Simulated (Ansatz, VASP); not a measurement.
This is a calculation of GaN for VASP 6.6.1.

Contents of INCAR:

```
PREC = Accurate
ENCUT = 520
EDIFF = 1E-7
ISMEAR = 0
SIGMA = 0.012
LREAL = False
LASPH = True
NELM = 100
ALGO = Fast
ISIF = 2
LWAVE = False
LCHARG = False
GGA = PE
```

The input KPOINTS:

```
regular mesh
0
Gamma
  10 10 5
```

The input POSCAR:

```
GaN
1.0
    3.1800000000      0.0000000000      0.0000000000
   -1.5900000000      2.7539607840      0.0000000000
    0.0000000000      0.0000000000      5.1660000000
Ga N
2 2
Direct
    0.6666666667      0.3333333333      0.5000000000
    0.3333333333      0.6666666667      0.0000000000
    0.6666666667      0.3333333333      0.8750000000
    0.3333333333      0.6666666667      0.3750000000
```

Potentials or basis: VASP PAW PBE potentials, release 64 (Ga_d, N).

The run is started by

```console
$ cat potpaw_PBE.64/Ga_d/POTCAR potpaw_PBE.64/N/POTCAR > POTCAR
$ mpirun -np 1 vasp_std > vasp.out
```

Q: Set up the same calculation for Ansatz 0.2.0. Potentials there: Ansatz PAW.

A: As run (the cutoff follows the program's own potentials):

Contents of input.yaml:

```yaml
crystal:
  lattice:
    - [3.18, 0.0, 0.0]
    - [-1.59, 2.753960784, 0.0]
    - [0.0, 0.0, 5.166]
  atoms:
    - { symbol: Ga, position: [0.6666666667, 0.3333333333, 0.5] }
    - { symbol: Ga, position: [0.3333333333, 0.6666666667, 0.0] }
    - { symbol: "N", position: [0.6666666667, 0.3333333333, 0.875] }
    - { symbol: "N", position: [0.3333333333, 0.6666666667, 0.375] }
hamiltonian:
  xc: pbe
  pseudopotentials: { kind: paw }
kpoints:
  mp_grid: { grid: [10, 10, 5] }
scf:
  occupations: { method: gaussian, width: 0.012 }
output:
  forces: true
  stress: true
  eigenvalues: true
```

Potentials or basis: Ansatz PAW.

Run with:

```console
$ ansatz run input.yaml --threads 2 --pin off --max-ram 5632MiB --backend cpu --events-out ev --progress --plain --runs-dir out
```

Both were run:

|  | VASP | Ansatz | Ansatz less VASP |
| --- | --- | --- | --- |
| gap on the k mesh at the Fermi level (eV) | 1.97 | 1.96 | -0.008 |
| least direct gap on the mesh (eV) | 1.97 | 1.96 | -0.008 |
| pressure (GPa) | 7.5 | 7.3 | -0.16 |
| largest component of the traceless stress (GPa) | 1.45 | 1.43 | -0.014 |
| rms of the force components (eV/Å) | 0.078 | 0.079 | +0.0014 |

Atom by atom the forces differ by 0.001 eV/Å (rms over components).

Caveats: odd divisions of the mesh miss points on the zone boundary, where band edges often lie, so the gap on the mesh can be too wide (Ansatz); the pressure holds a Pulay correction of +0.5 GPa for the finite cutoff (Ansatz).
